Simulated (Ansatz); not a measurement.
**TiO2: a line through an energy map**

Aim: follow the energy of TiO₂ (P4_2/mnm, No. 136; 6 atoms in the cell) along one coordinate, lattice constant c, with the other held at lattice constant a (and b) = 4.535 Å.

Program: Ansatz 0.2.0. Level of theory: DFT PBE, scalar-relativistic, plane waves, PAW. These are calculated values, not measurements.

19 further runs of the same task are left out: 1 for a known fault of the program, 18 set aside as unsound or not needed.

**1. The system as given**

Symmetry: P4_2/mnm, No. 136, tetragonal system. The conventional cell has a = 4.643 Å, b = 4.643 Å, c = 2.964 Å, α = 90.00°, β = 90.00°, γ = 90.00°. Around Ti (site symmetry mmm) lie 6 O at 1.96 to 2.00 Å. O (site symmetry m2m) is surrounded by 3 Ti at 1.96 to 2.00 Å.

Coordinates:

```xyz
6
Lattice="4.6434 0.0000 0.0000 0.0000 4.6434 0.0000 0.0000 0.0000 2.9639" Properties=species:S:1:pos:R:3 pbc="T T T"
Ti    0.0000    0.0000    0.0000
Ti    2.3217    2.3217    1.4819
O     1.4167    1.4167    0.0000
O     0.9050    3.7384    1.4819
O     3.2267    3.2267    0.0000
O     3.7384    0.9050    1.4819
```

This cell was relaxed beforehand with the same method: volume 10.65 Å³/atom, gap on the mesh 1.86 eV.

**2. Plan of the line**

The energy is mapped over the lattice constants a and c of the conventional cell.

- lattice constant a (and b): 7 values from 4.318 to 4.968 Å
- lattice constant c: 7 values from 2.727 to 3.201 Å

Nothing else is relaxed (fractional coordinates fixed). Energies count from the relaxed crystal. Points are written as (first, second).

**3. Grid point (4.535 Å, 2.806 Å)**

File input.yaml:

```yaml
crystal:
  lattice:
    - [4.5351, 0.0, 0.0]
    - [0.0, 4.5351, 0.0]
    - [0.0, 0.0, 2.8058]
  atoms:
    - { symbol: Ti, position: [0.0, 0.0, 0.0] }
    - { symbol: Ti, position: [0.5, 0.5, 0.5] }
    - { symbol: O, position: [0.3050970583, 0.3050970583, 0.0] }
    - { symbol: O, position: [0.1949029417, 0.8050970583, 0.5] }
    - { symbol: O, position: [0.6949029417, 0.6949029417, 0.0] }
    - { symbol: O, position: [0.8050970583, 0.1949029417, 0.5] }
basis:
  ecutwfc: 520.0
kpoints:
  mp_grid: { grid: [6, 6, 10] }
hamiltonian:
  xc: pbe
  pseudopotentials: { kind: paw, azcp: { folder: soft_1 } }
scf:
  occupations: { method: gaussian, width: 0.05 }
output:
  forces: true
  stress: true
  eigenvalues: true
```

On the command line:

```console
> ansatz run input.yaml --threads 2 --pin off --max-ram 4096MiB --backend cpu --events-out ev --progress --plain --runs-dir out
```

Output, shortened:

```text
Warning: RAYON_NUM_THREADS=2 ignored (pool sized by the plan → 2); use --threads N
[...]
Pseudopotentials: kind: paw
Pseudopotential: Ti, paw, valence charge 12, recommended cutoff 420 eV (normal), <dir>
Pseudopotential: O, paw, valence charge 6, recommended cutoff 420 eV (normal), <dir>
Functional definition: PBE
[...]
Crystal: 6 atoms, lattice volume = 57.707 Å³
Basis set: ecut = 520 eV, 1559 PW (Γ), exchange–correlation on 72×72×48 points (8 copies of the dense FFT grid, shifted against one another)
Bands: 30, of which v1, the nominal top of the filled ones, is band 24 counted from 1 (23 counted from 0)
Symmetry: 16 space group operations
Space group: P42/mnm (ITA 136), of the structure as read, at distance tolerance 3.9e-5 Å
k-points: 60 of 360
[...]
SCF iter   1: F=—  HF=-7277.256107 eV  |F-HF|=—  |Δ(HF+E_count)|=         —  Δρ=7.69e-2  dr2=3.21e0  ethr=3.10e-3  ⟨swp⟩=5.6  Hψ=6274  notcnv=0
[...]
SCF iter   8: F=-7276.723418 eV  HF=-7276.723418 eV  |F-HF|=5.46e-9  |Δ(HF+E_count)|=   3.56e-7  Δρ=4.81e-6  dr2=8.15e-9  ethr=2.08e-10  ⟨swp⟩=8.6  Hψ=7515  notcnv=0
[...]
SCF converged after 8 iterations
Free energy (F): -7276.723418 eV
[...]
E sigma→0 (E₀):  -7276.723418 eV
Fermi energy:    11.153931 eV
[...]
--- Forces (eV/Å), atoms counted from 1 ---
  atom   1  Ti     0.00000000    -0.00000000     0.00000000
  atom   2  Ti     0.00000000     0.00000000     0.00000000
  atom   3  O     -0.53887135    -0.53887135     0.00000000
  atom   4  O      0.53887135    -0.53887135     0.00000000
  atom   5  O      0.53887135     0.53887135     0.00000000
  atom   6  O     -0.53887135     0.53887135     0.00000000
[...]
--- Stress (GPa, compression-positive) ---
       24.537873       0.000000       0.000000
        0.000000      24.537873       0.000000
        0.000000       0.000000      43.650448
  P = ⅓ Tr σ = 30.9087 GPa (309.087 kbar)
--- Band table (eV; the first three rows and the last of 60) ---
[...]
```

Wall time 8.1 s (2 threads of Arm Neoverse N1, shared host); peak memory 0.4 GiB.

On the map this point reads 102 meV/atom.

**4. Point (4.535 Å, 2.964 Å)**

Changes to input.yaml since step 3:

```diff
@@ -4,3 +4,3 @@
     - [0.0, 4.5351, 0.0]
-    - [0.0, 0.0, 2.8058]
+    - [0.0, 0.0, 2.9638636879]
   atoms:
```

On the command line:

```console
> ansatz run input.yaml --threads 2 --pin off --max-ram 4096MiB --backend cpu --events-out ev --progress --plain --runs-dir out
```

Output, shortened:

```text
Warning: RAYON_NUM_THREADS=2 ignored (pool sized by the plan → 2); use --threads N
[...]
Pseudopotentials: kind: paw
Pseudopotential: Ti, paw, valence charge 12, recommended cutoff 420 eV (normal), <dir>
Pseudopotential: O, paw, valence charge 6, recommended cutoff 420 eV (normal), <dir>
Functional definition: PBE
[...]
Crystal: 6 atoms, lattice volume = 60.958 Å³
Basis set: ecut = 520 eV, 1647 PW (Γ), exchange–correlation on 72×72×48 points (8 copies of the dense FFT grid, shifted against one another)
Bands: 30, of which v1, the nominal top of the filled ones, is band 24 counted from 1 (23 counted from 0)
Symmetry: 16 space group operations
Space group: P42/mnm (ITA 136), of the structure as read, at distance tolerance 3.9e-5 Å
k-points: 60 of 360
[...]
SCF iter   1: F=—  HF=-7277.522403 eV  |F-HF|=—  |Δ(HF+E_count)|=         —  Δρ=6.99e-2  dr2=2.86e0  ethr=3.10e-3  ⟨swp⟩=5.4  Hψ=6148  notcnv=0
[...]
SCF iter   8: F=-7277.230284 eV  HF=-7277.230284 eV  |F-HF|=7.67e-9  |Δ(HF+E_count)|=   3.60e-7  Δρ=5.29e-6  dr2=1.09e-8  ethr=2.08e-10  ⟨swp⟩=7.2  Hψ=7348  notcnv=0
[...]
SCF converged after 8 iterations
Free energy (F): -7277.230284 eV
[...]
E sigma→0 (E₀):  -7277.230284 eV
Fermi energy:    10.418979 eV
[...]
--- Forces (eV/Å), atoms counted from 1 ---
  atom   1  Ti     0.00000000    -0.00000000     0.00000000
  atom   2  Ti     0.00000000     0.00000000     0.00000000
  atom   3  O     -0.14816116    -0.14816116     0.00000000
  atom   4  O      0.14816116    -0.14816116     0.00000000
  atom   5  O      0.14816116     0.14816116     0.00000000
  atom   6  O     -0.14816116     0.14816116     0.00000000
[...]
--- Stress (GPa, compression-positive) ---
       11.927594       0.000000       0.000000
        0.000000      11.927594       0.000000
        0.000000       0.000000       8.550443
  P = ⅓ Tr σ = 10.8019 GPa (108.019 kbar)
--- Band table (eV; the first three rows and the last of 60) ---
[...]
```

It took 8.2 s on 2 threads of Arm Neoverse N1, shared host; peak memory 0.4 GiB.

Energy on the map's scale: 18 meV/atom.

**5. The run at (4.535 Å, 3.043 Å)**

Changes to input.yaml since step 4:

```diff
@@ -4,3 +4,3 @@
     - [0.0, 4.5351, 0.0]
-    - [0.0, 0.0, 2.9638636879]
+    - [0.0, 0.0, 3.0429]
   atoms:
```

On the command line:

```console
> ansatz run input.yaml --threads 2 --pin off --max-ram 4096MiB --backend cpu --events-out ev --progress --plain --runs-dir out
```

Output, shortened:

```text
Warning: RAYON_NUM_THREADS=2 ignored (pool sized by the plan → 2); use --threads N
[...]
Pseudopotentials: kind: paw
Pseudopotential: Ti, paw, valence charge 12, recommended cutoff 420 eV (normal), <dir>
Pseudopotential: O, paw, valence charge 6, recommended cutoff 420 eV (normal), <dir>
Functional definition: PBE
[...]
Crystal: 6 atoms, lattice volume = 62.584 Å³
Basis set: ecut = 520 eV, 1679 PW (Γ), exchange–correlation on 72×72×48 points (8 copies of the dense FFT grid, shifted against one another)
Bands: 30, of which v1, the nominal top of the filled ones, is band 24 counted from 1 (23 counted from 0)
Symmetry: 16 space group operations
Space group: P42/mnm (ITA 136), of the structure as read, at distance tolerance 4.0e-5 Å
k-points: 60 of 360
[...]
SCF iter   1: F=—  HF=-7277.450580 eV  |F-HF|=—  |Δ(HF+E_count)|=         —  Δρ=6.68e-2  dr2=2.71e0  ethr=3.10e-3  ⟨swp⟩=4.9  Hψ=6072  notcnv=0
[...]
SCF iter   8: F=-7277.248846 eV  HF=-7277.248846 eV  |F-HF|=1.48e-8  |Δ(HF+E_count)|=   4.50e-7  Δρ=6.11e-6  dr2=1.57e-8  ethr=2.08e-10  ⟨swp⟩=7.5  Hψ=7410  notcnv=0
[...]
SCF converged after 8 iterations
Free energy (F): -7277.248846 eV
[...]
E sigma→0 (E₀):  -7277.248846 eV
Fermi energy:    10.046725 eV
[...]
--- Forces (eV/Å), atoms counted from 1 ---
  atom   1  Ti     0.00000000    -0.00000000     0.00000000
  atom   2  Ti     0.00000000     0.00000000     0.00000000
  atom   3  O     -0.05358501    -0.05358501     0.00000000
  atom   4  O      0.05358501    -0.05358501     0.00000000
  atom   5  O      0.05358501     0.05358501     0.00000000
  atom   6  O     -0.05358501     0.05358501     0.00000000
[...]
--- Stress (GPa, compression-positive) ---
        6.811009       0.000000       0.000000
        0.000000       6.811009       0.000000
        0.000000       0.000000      -4.449368
  P = ⅓ Tr σ = 3.0576 GPa (30.576 kbar)
--- Band table (eV; the first three rows and the last of 60) ---
[...]
```

Run time: 8.2 s. Hardware: 2 threads of Arm Neoverse N1, shared host; peak memory 0.41 GiB.

That is 14 meV/atom from the zero.

**6. Point (4.535 Å, 3.122 Å)**

Changes to input.yaml since step 5:

```diff
@@ -4,3 +4,3 @@
     - [0.0, 4.5351, 0.0]
-    - [0.0, 0.0, 3.0429]
+    - [0.0, 0.0, 3.1219]
   atoms:
```

On the command line:

```console
> ansatz run input.yaml --threads 2 --pin off --max-ram 4096MiB --backend cpu --events-out ev --progress --plain --runs-dir out
```

Output, shortened:

```text
Warning: RAYON_NUM_THREADS=2 ignored (pool sized by the plan → 2); use --threads N
[...]
Pseudopotentials: kind: paw
Pseudopotential: Ti, paw, valence charge 12, recommended cutoff 420 eV (normal), <dir>
Pseudopotential: O, paw, valence charge 6, recommended cutoff 420 eV (normal), <dir>
Functional definition: PBE
[...]
Crystal: 6 atoms, lattice volume = 64.209 Å³
Basis set: ecut = 520 eV, 1751 PW (Γ), exchange–correlation on 72×72×48 points (8 copies of the dense FFT grid, shifted against one another)
Bands: 30, of which v1, the nominal top of the filled ones, is band 24 counted from 1 (23 counted from 0)
Symmetry: 16 space group operations
Space group: P42/mnm (ITA 136), of the structure as read, at distance tolerance 4.0e-5 Å
k-points: 60 of 360
[...]
SCF iter   1: F=—  HF=-7277.274917 eV  |F-HF|=—  |Δ(HF+E_count)|=         —  Δρ=6.38e-2  dr2=2.57e0  ethr=3.10e-3  ⟨swp⟩=4.4  Hψ=6001  notcnv=0
[...]
SCF iter   8: F=-7277.148281 eV  HF=-7277.148281 eV  |F-HF|=2.25e-8  |Δ(HF+E_count)|=   5.21e-7  Δρ=6.89e-6  dr2=2.19e-8  ethr=2.08e-10  ⟨swp⟩=7.5  Hψ=7422  notcnv=0
[...]
SCF converged after 8 iterations
Free energy (F): -7277.148281 eV
[...]
E sigma→0 (E₀):  -7277.148281 eV
Fermi energy:    9.672656 eV
[...]
--- Forces (eV/Å), atoms counted from 1 ---
  atom   1  Ti     0.00000000    -0.00000000     0.00000000
  atom   2  Ti     0.00000000     0.00000000     0.00000000
  atom   3  O     -0.01060952    -0.01060952     0.00000000
  atom   4  O      0.01060952    -0.01060952     0.00000000
  atom   5  O      0.01060952     0.01060952     0.00000000
  atom   6  O     -0.01060952     0.01060952     0.00000000
[...]
--- Stress (GPa, compression-positive) ---
        2.340405       0.000000       0.000000
        0.000000       2.340405       0.000000
        0.000000       0.000000     -15.014464
  P = ⅓ Tr σ = -3.4446 GPa (-34.446 kbar)
--- Band table (eV; the first three rows and the last of 60) ---
[...]
```

Wall time 8.2 s (2 threads of Arm Neoverse N1, shared host); peak memory 0.41 GiB.

On the map this point reads 31 meV/atom.

**7. The run at (4.535 Å, 3.201 Å)**

Changes to input.yaml since step 6:

```diff
@@ -4,3 +4,3 @@
     - [0.0, 4.5351, 0.0]
-    - [0.0, 0.0, 3.1219]
+    - [0.0, 0.0, 3.201]
   atoms:
```

On the command line:

```console
> ansatz run input.yaml --threads 2 --pin off --max-ram 4096MiB --backend cpu --events-out ev --progress --plain --runs-dir out
```

Output, shortened:

```text
Warning: RAYON_NUM_THREADS=2 ignored (pool sized by the plan → 2); use --threads N
[...]
Pseudopotentials: kind: paw
Pseudopotential: Ti, paw, valence charge 12, recommended cutoff 420 eV (normal), <dir>
Pseudopotential: O, paw, valence charge 6, recommended cutoff 420 eV (normal), <dir>
Functional definition: PBE
[...]
Crystal: 6 atoms, lattice volume = 65.835 Å³
Basis set: ecut = 520 eV, 1783 PW (Γ), exchange–correlation on 72×72×48 points (8 copies of the dense FFT grid, shifted against one another)
Bands: 30, of which v1, the nominal top of the filled ones, is band 24 counted from 1 (23 counted from 0)
Symmetry: 16 space group operations
Space group: P42/mnm (ITA 136), of the structure as read, at distance tolerance 4.0e-5 Å
k-points: 60 of 360
[...]
SCF iter   1: F=—  HF=-7277.015818 eV  |F-HF|=—  |Δ(HF+E_count)|=         —  Δρ=6.11e-2  dr2=2.43e0  ethr=3.10e-3  ⟨swp⟩=4.3  Hψ=5958  notcnv=0
[...]
SCF iter   8: F=-7276.950912 eV  HF=-7276.950912 eV  |F-HF|=3.54e-8  |Δ(HF+E_count)|=   6.39e-7  Δρ=7.68e-6  dr2=3.06e-8  ethr=2.08e-10  ⟨swp⟩=7.7  Hψ=7462  notcnv=0
[...]
SCF converged after 8 iterations
Free energy (F): -7276.950912 eV
[...]
E sigma→0 (E₀):  -7276.950912 eV
Fermi energy:    9.297663 eV
[...]
--- Forces (eV/Å), atoms counted from 1 ---
  atom   1  Ti     0.00000000    -0.00000000     0.00000000
  atom   2  Ti     0.00000000     0.00000000     0.00000000
  atom   3  O     -0.00902199    -0.00902199     0.00000000
  atom   4  O      0.00902199    -0.00902199     0.00000000
  atom   5  O      0.00902199     0.00902199     0.00000000
  atom   6  O     -0.00902199     0.00902199     0.00000000
[...]
--- Stress (GPa, compression-positive) ---
       -1.569336       0.000000       0.000000
        0.000000      -1.569336       0.000000
        0.000000       0.000000     -23.549353
  P = ⅓ Tr σ = -8.8960 GPa (-88.960 kbar)
--- Band table (eV; the first three rows and the last of 60) ---
[...]
```

Wall time 8.5 s (2 threads of Arm Neoverse N1, shared host); peak memory 0.41 GiB.

Energy on the map's scale: 64 meV/atom.

**8. Results**

| lattice constant c (Å) | step | energy (meV/atom) | slope (meV/atom per Å) | pressure (GPa) | band gap on the k-mesh (eV) | largest force on an atom (eV/Å) |
| --- | --- | --- | --- | --- | --- | --- |
| 2.727 | – | 195 | −1429 | 43.8 | 2.32 | 1.22 |
| 2.806 | 3 | 102 | −934 | 30.9 | 2.19 | 0.76 |
| 2.885 | – | 45 | −523 | 20.0 | 2.06 | 0.43 |
| 2.964 | 4 | 18 | −183 | 10.8 | 1.94 | 0.21 |
| 3.043 | 5 | 14 | 95 | 3.1 | 1.84 | 0.08 |
| 3.122 | 6 | 31 | 321 | −3.4 | 1.77 | 0.01 |
| 3.201 | 7 | 64 | 504 | −8.9 | 1.73 | 0.01 |

Energies count from the relaxed crystal. Rows without a step come from runs not printed here or follow by symmetry. Slopes come from the forces (and the stress, where the cell changes), not from differences of energies.

Along the line the energy is lowest at 3.043 Å, 14 meV/atom from the zero. A fit to energies and slopes at the lowest point and its two neighbours puts the minimum at 3.0140 Å, with a curvature of about 3400 meV/atom per Å². The highest point computed, at 2.727 Å, lies 180 meV/atom above the lowest. This is one cut through a surface in two coordinates; the map's lowest point lies off it. With the other coordinates free, the energies away from the reference would be the same or lower.

These are semilocal Kohn-Sham gaps, which aren't the measured quantity. Such gaps usually fall short of the measured ones.
